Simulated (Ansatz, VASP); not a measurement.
# BAs in two plane-wave programs

Wanted: the spread between two codes on one cell, functional and k mesh.

Calculated with Ansatz 0.2.0; plane waves, with VASP 6.6.1 beside it; single point at PBE.

## (1) Set-up

Symmetry: F-43m, No. 216, cubic system. The conventional cell has a = 4.777 Å, b = 4.777 Å, c = 4.777 Å, α = 90.00°, β = 90.00°, γ = 90.00°. Nearest to As lie 4 B at 2.07 Å. B has 4 As at 2.07 Å nearest. Farther neighbours are not listed.

## (2) Ansatz: single point, PBE

Ansatz runs on its default PAW (the set named soft_2) files.

With cell and atoms fixed, the geometry can't cause a difference; cores, projectors, grids and the points listed under the comparison can.

input.yaml

```yaml
crystal:
  lattice:
    - [0.0, 2.3885, 2.3885]
    - [2.3885, 0.0, 2.3885]
    - [2.3885, 2.3885, 0.0]
  atoms:
    - { symbol: As, position: [0.75, 0.75, 0.75] }
    - { symbol: B, position: [0.0, 0.0, 0.0] }
hamiltonian:
  xc: pbe
  pseudopotentials: { kind: paw }
kpoints:
  mp_grid: { grid: [6, 6, 6] }
scf:
  occupations: { method: gaussian, width: 0.01 }
  n_extra_bands: 4
output:
  forces: true
  stress: true
  eigenvalues: true
  write_density: true
  write_potential: true
  elf: true
  volumetric_format: npy
```

On the command line:

```console
$ ansatz run input.yaml --threads 2 --pin off --max-ram 4608MiB --backend cpu --events-out ev --progress --plain --runs-dir out
```

Numbers of over 12 decimals in the logs are rounded to 6 here.

Output:

```text
scf.n_extra_bands = 4 over 9 filled bands (N_el = 18.0): the run solves 13 bands
Engine: ansatz 0.2.0, aarch64-unknown-linux-gnu
Pseudopotentials: kind: paw
Pseudopotential: As, paw, valence charge 15, recommended cutoff 420 eV (normal), As.paw.azcp
Pseudopotential: B, paw, valence charge 3, recommended cutoff 420 eV (normal), B.paw.azcp
Functional definition: PBE
  parameter kappa = 0.804
  parameter beta = 0.066725
  exchange = pbe_x(kappa = kappa, mu = beta*pi^2/3)
  correlation = pbe_c(beta = beta)
Crystal: 2 atoms, lattice volume = 27.252 Å³
Basis set: ecut = 420 eV, 531 PW (Γ), exchange–correlation on 48×48×48 points (8 copies of the dense FFT grid, shifted against one another)
Bands: 13, of which v1, the nominal top of the filled ones, is band 9 counted from 1 (8 counted from 0)
Symmetry: 24 space group operations
Space group: F-43m (ITA 216), of the structure as read, at distance tolerance 3.0e-5 Å
k-points: 16 of 216 (time reversal used)
Non-local potential: As, projectors of the file, l = 0: 2, l = 1: 2, l = 2: 3, l = 3: 1
Non-local potential: B, projectors of the file, l = 0: 2, l = 1: 2, l = 2: 1
PAW form: soft (Blöchl's): semilocal exchange-correlation on the pseudo side does not see the compensation charge
PAW one-centre angular grid: As, 590 points (default); XC on 64 Gauss nodes
PAW one-centre angular grid: B, 110 points (default); XC on 64 Gauss nodes
Initial density: superposition of atomic densities (neutral atoms: chi_scale 0, normalization atom), corrected by the library's trained network
Initial wavefunctions: pseudopotential atomic-orbital guess
Functional: x = pbe(κ = 0.804, μ = 0.219515), c = pbe(β = 0.066725)
SCF iter   1: F=—  HF=-5012.081459 eV  |F-HF|=—  |Δ(HF+E_count)|=         —  Δρ=8.38e-4  dr2=1.30e-4  ethr=1.77e-3  ⟨swp⟩=6.1  Hψ=1176  notcnv=0
preconditioner: auto → none  [insulator: Δε(μ)=1.284 eV  Ē_g=12.417 eV  σ=0.010 eV  W_gap=1.00  n_scr=8 (ndim 8)  ℏωp=20.1 eV  f_vac=0.001  D(μ)=0.00/eV (n_scr^D=0)  ε∞_Penn≈3.6]
SCF iter   2: F=—  HF=-5012.081538 eV  |F-HF|=—  |Δ(HF+E_count)|=   7.89e-5  Δρ=4.87e-4  dr2=3.93e-5  ethr=7.22e-7  ⟨swp⟩=2.7  Hψ=559  notcnv=0
SCF iter   3: F=—  HF=-5012.081573 eV  |F-HF|=—  |Δ(HF+E_count)|=   3.47e-5  Δρ=2.18e-4  dr2=7.18e-6  ethr=2.18e-7  ⟨swp⟩=2.0  Hψ=350  notcnv=0
SCF iter   4: F=—  HF=-5012.081586 eV  |F-HF|=—  |Δ(HF+E_count)|=   1.29e-5  Δρ=3.74e-5  dr2=3.65e-7  ethr=3.99e-8  ⟨swp⟩=2.0  Hψ=271  notcnv=0
iter 5 did not close the SCF: its close was put off for the readings that it lacked (scf_convergence_deferred on its scf_iter line)
SCF iter   5: F=-5012.081585 eV  HF=-5012.081585 eV  |F-HF|=2.05e-8  |Δ(HF+E_count)|=   1.77e-7  Δρ=1.18e-5  dr2=2.89e-8  ethr=2.03e-9  ⟨swp⟩=2.0  Hψ=350  notcnv=0
SCF iter   6: F=-5012.081585 eV  HF=-5012.081585 eV  |F-HF|=2.07e-9  |Δ(HF+E_count)|=   2.87e-8  Δρ=2.87e-6  dr2=1.55e-9  ethr=1.60e-10  ⟨swp⟩=4.9  Hψ=1006  notcnv=0
SCF 1 converged in 6 iterations: F = -5012.081585 eV  dr2 = 1.55e-9
  greatest PAW one-centre occupation: 0.999 electrons in one spin orbital (limit 2), on the As atom at site 0 (counted from 0), in its partial waves of l = 2
SCF converged after 6 iterations
Free energy (F): -5012.081585 eV
Harris-Foulkes:  -5012.081585 eV  (|F-HF|=2.07e-9)
Internal energy: -5012.081585 eV  (E = F + TS)
E sigma→0 (E₀):  -5012.081585 eV
Fermi energy:    11.772087 eV
--- Per-component energies (eV) ---
  E_band       = -210.159531
  E_kinetic    = 152.187512
  E_local      = -1694.073440  (includes V_loc(G=0)·N_el)
  E_nonlocal   = -657.821851
  E_hartree    = 940.155135
  E_xc         = -111.434991
  E_vxc        = -117.669046  (∫ρ·V_xc dr)
  E_paw        = -1915.318960  (= ΣΔE_a)
  E_vpaw       = 226.906624  (= ΣTr[D̂ρ^β])
  E_aug_tail   = 0.000007  (compensation charges beyond the density's cutoff)
  E_ewald      = -1725.774997
  E_smearing   = -0.000000  (= −TS)
  E_closure    = 0.000000  (closes the sum)
  Σ components = -5012.081585   (vs F -5012.081585, Δ=0.00e0)
--- Forces (eV/Å), atoms counted from 1 ---
  atom   1  As    -0.00000000     0.00000000     0.00000000
  atom   2  B     -0.00000000     0.00000000    -0.00000000
  max |Σ_I F_I| component: 5.19e-16 eV/Å
--- Stress (GPa, compression-positive) ---
        2.807740      -0.000000       0.000000
        0.000000       2.807740       0.000000
        0.000000       0.000000       2.807740
  P = ⅓ Tr σ = 2.8077 GPa (28.077 kbar)
--- Band table (eV; the first three rows and the last of 16) ---
  k-point 0: bands = [... 5 lower, -4.2734, 11.1319, 11.1319, 11.1319, 14.4102, 14.4102, 14.4102, 15.8058]
  k-point 1: bands = [... 5 lower, -3.8204, 8.1749, 10.4507, 10.4507, 14.4318, 15.2984, 15.2984, 17.7796]
  k-point 2: bands = [... 5 lower, -2.5541, 4.3959, 9.6171, 9.6171, 13.9926, 15.9691, 15.9691, 19.8275]
  k-point 15: bands = [... 5 lower, 0.0262, 2.9360, 5.9840, 6.1810, 14.9163, 15.1259, 19.8006, 20.0341]
```

The job ended after 0.72 s (2 threads of Arm Neoverse V2, shared host; peak memory 0.27 GiB; 0.97 s of CPU time).

In the SCF lines HF is the Harris–Foulkes energy and dr2 the Hartree energy of the density residual, in eV; the loop may stop once dr2 is under the threshold and the program's other checks hold. Hψ counts applications of the Hamiltonian.

The run ends at a pressure of 2.81 GPa.

## (3) VASP: single point, PBE

The same cell, functional, mesh and smearing now go to VASP, with its own data sets and cutoff.

Lines of VASP's logs that name or quote its potential files are left out, and so is its time.

INCAR

```
SYSTEM = BAs
PREC = Accurate
ENCUT = 340
EDIFF = 1E-08
NELM = 100
ISMEAR = 0
SIGMA = 0.01
LREAL = .FALSE.
ALGO = Normal
GGA = PE
NBANDS = 10
LORBIT = 11
LWAVE = .TRUE.
LCHARG = .FALSE.
KPAR = 4
```

POSCAR

```
BAs
1.0
    0.0000000000      2.3885000000      2.3885000000
    2.3885000000      0.0000000000      2.3885000000
    2.3885000000      2.3885000000      0.0000000000
As B
1 1
Direct
    0.7500000000      0.7500000000      0.7500000000
    0.0000000000      0.0000000000      0.0000000000
```

KPOINTS

```
Automatic mesh
0
Gamma
6 6 6
0 0 0
```

The projector-augmented-wave data sets are As and B (PBE family, release 64).

On the command line:

```console
$ mpirun -np 4 vasp_std
```

Output:

```text
[banner, memory and clock lines left out]
running    4 mpi-ranks, on    1 nodes
 distrk:  each k-point on    1 cores,    4 groups
 distr:  one band on    1 cores,    1 groups

 POSCAR found type information on POSCAR AsB
 POSCAR found :  2 types and       2 ions
 LDA part: xc-table for (Slater+PW92), standard interpolation
 POSCAR, INCAR and KPOINTS ok, starting setup
 FFT: planning ... GRIDC
 FFT: planning ... GRID_SOFT
 FFT: planning ... GRID
 WAVECAR not read
 entering main loop
       N       E                     dE             d eps       ncg     rms          rms(c)
DAV:   1     0.748033780319E+01    0.74803E+01   -0.30056E+03   320   0.496E+02
DAV:   2    -0.115603124639E+02   -0.19041E+02   -0.18606E+02   486   0.897E+01
DAV:   3    -0.120259127190E+02   -0.46560E+00   -0.46419E+00   372   0.136E+01
DAV:   4    -0.120271530694E+02   -0.12404E-02   -0.12403E-02   392   0.802E-01
DAV:   5    -0.120271552093E+02   -0.21399E-05   -0.21399E-05   364   0.324E-02    0.497E+00
DAV:   6    -0.114477398090E+02    0.57942E+00   -0.16527E+00   338   0.551E+00    0.242E+00
DAV:   7    -0.113878286487E+02    0.59911E-01   -0.19383E-01   374   0.228E+00    0.987E-01
DAV:   8    -0.113810002681E+02    0.68284E-02   -0.21301E-02   352   0.851E-01    0.102E-01
DAV:   9    -0.113813065354E+02   -0.30627E-03   -0.68888E-04   376   0.165E-01    0.613E-02
DAV:  10    -0.113814800280E+02   -0.17349E-03   -0.22506E-04   352   0.960E-02    0.136E-02
DAV:  11    -0.113814859741E+02   -0.59461E-05   -0.62698E-06   386   0.177E-02    0.119E-02
DAV:  12    -0.113814858398E+02    0.13436E-06   -0.28793E-06   358   0.970E-03    0.374E-03
DAV:  13    -0.113814859037E+02   -0.63886E-07   -0.85503E-08   372   0.202E-03    0.130E-03
DAV:  14    -0.113814860243E+02   -0.12067E-06   -0.15718E-08   366   0.842E-04    0.107E-04
DAV:  15    -0.113814860325E+02   -0.81855E-08   -0.36835E-10   214   0.146E-04
   1 F= -.11381486E+02 E0= -.11381486E+02  d E =-.108770E-70
 writing wavefunctions
```

Parts of OUTCAR (step 3):

```text
ion  position               nearest neighbor table
   1  0.750  0.750  0.750-   2 2.07   2 2.07   2 2.07   2 2.07
   2  0.000  0.000  0.000-   1 2.07   1 2.07   1 2.07   1 2.07

  LATTYP: Found a face centered cubic cell.
 ALAT       =     4.7770000000

 Subroutine GETGRP returns: Found 24 space group operations
 (whereof 24 operations were pure point group operations)

The static configuration has the point symmetry T_d .

 Found     16 irreducible k-points:

   k-points           NKPTS =     16   k-points in BZ     NKDIM =     16   number of bands    NBANDS=     10

   dimension x,y,z NGX =    20 NGY =   20 NGZ =   20
   dimension x,y,z NGXF=    40 NGYF=   40 NGZF=   40

   ENCUT  =  340.0 eV  24.99 Ry    5.00 a.u.   5.08  5.08  5.08*2*pi/ulx,y,z

   NELECT =       8.0000    total number of electrons

 k-points in reciprocal lattice and weights: Automatic mesh
   0.00000000  0.00000000  0.00000000       0.005
   0.16666667  0.00000000  0.00000000       0.037
   0.33333333  0.00000000  0.00000000       0.037
   0.50000000  0.00000000  0.00000000       0.019
   0.16666667  0.16666667  0.00000000       0.028
   0.33333333  0.16666667  0.00000000       0.111
   0.50000000  0.16666667  0.00000000       0.111
  -0.33333333  0.16666667  0.00000000       0.111
  -0.16666667  0.16666667  0.00000000       0.056
[...]
-0.33333333  0.33333333  0.16666667       0.111
  -0.33333333  0.50000000  0.16666667       0.056

 average (electrostatic) potential at core
       1 -48.7621       2 -26.7763

 E-fermi :   6.2596

 k-point     1 :       0.0000    0.0000    0.0000
  band No.  band energies     occupation
      1      -9.2710      2.00000
      2       6.1355      2.00000
      3       6.1355      2.00000
      4       6.1355      2.00000
      5       9.4031      0.00000
      6       9.4031      0.00000
      7       9.4031      0.00000
      8      10.8184      0.00000
      9      15.7147      0.00000
    ...

 k-point     2 :       0.1667    0.0000    0.0000
  band No.  band energies     occupation
      1      -8.8181      2.00000
      2       3.1746      2.00000
      3       5.4525      2.00000
      4       5.4525      2.00000
      5       9.4311      0.00000
      6      10.2907      0.00000
      7      10.2907      0.00000
      8      12.7818      0.00000
      9      17.1356      0.00000
    ...

 k-point     3 :       0.3333    0.0000    0.0000
  band No.  band energies     occupation
      1      -7.5519      2.00000
      2      -0.6104      2.00000
      3       4.6176      2.00000
      4       4.6176      2.00000
      5       8.9934      0.00000
      6      10.9558      0.00000
      7      10.9558      0.00000
      8      14.8121      0.00000
      9      17.6260      0.00000
    ...

  Total        0.5584196      0.5584196      0.5584196     -0.0000000      0.0000000     -0.0000000
  in kB       32.8295931     32.8295931     32.8295931     -0.0000000      0.0000000     -0.0000000
  external PRESSURE =      32.8295931 kB  Pullay stress =       0.0000000 kB

  energy-cutoff  :      340.00
  volume of cell :       27.25
      direct lattice vectors                 reciprocal lattice vectors
     0.000000000  2.388500000  2.388500000    -0.209336404  0.209336404  0.209336404
     2.388500000  0.000000000  2.388500000     0.209336404 -0.209336404  0.209336404
     2.388500000  2.388500000  0.000000000     0.209336404  0.209336404 -0.209336404

 POSITION                                       TOTAL-FORCE (eV/Angst)
 -----------------------------------------------------------------------------------
      3.58275      3.58275      3.58275         0.000000     -0.000000     -0.000000
      0.00000      0.00000      0.00000        -0.000000      0.000000      0.000000
 -----------------------------------------------------------------------------------
    total drift:                               -0.000001     -0.000001     -0.000000

  FREE ENERGIE OF THE ION-ELECTRON SYSTEM (eV)
  ---------------------------------------------------
  free  energy   TOTEN  =       -11.3814860325 eV

  energy  without entropy=      -11.3814860325  energy(sigma->0) =      -11.38148603

 total charge
# of ion       s       p       d       tot
------------------------------------------
    1        1.171   1.665   0.088   2.924
    2        0.660   1.187   0.000   1.847
--------------------------------------------------
tot          1.831   2.852   0.088   4.771

[... 3 further parts left out ...]
```

The run ends at a pressure of 3.28 GPa.

## (4) Side by side

Known differences besides the potentials themselves: the data sets hold 18 valence electrons in Ansatz (default PAW (the set named soft_2) files) and 8 in VASP; the cutoff is 420 eV in Ansatz and 340 eV in VASP; VASP leaves aspherical gradient terms in its spheres out (LASPH is not set), Ansatz keeps them. Total energies have different zeros and are not compared.

Compared:

```csv
quantity,Ansatz,VASP,difference
pressure (GPa),2.81,3.28,-0.48
pressure without Ansatz's Pulay correction (GPa),2.71,3.28,-0.58
gap on the k mesh (eV),1.281,1.268,+0.013
```

A gap on the mesh is an upper bound, since the band edges may lie between its points. Ansatz's pressure holds a Pulay correction of 0.10 GPa; VASP's holds none.

## (5) Summary of results

```
difference in gap on the k mesh (single point, PBE) : 0.013 eV
```

What this shows: The difference in gap on the k mesh is 0.013 eV (single point, PBE), within the 0.08 eV picked in this series as the mark of a large difference. How closely two codes agree says nothing of how well the functional describes the real material.

[Lines on the potential files, build, host, timing and source positions are cut from VASP's logs without a mark.]

[Logs are printed without paths, hosts, clocks, repeated set-up lines and the standing remarks that a program may print on its own settings, such as how far it seeks lower states.]

[Hosts, paths, dates, database ids (printed as entryN), source tags and the programs' standing remarks are cut or masked in the printed files.]
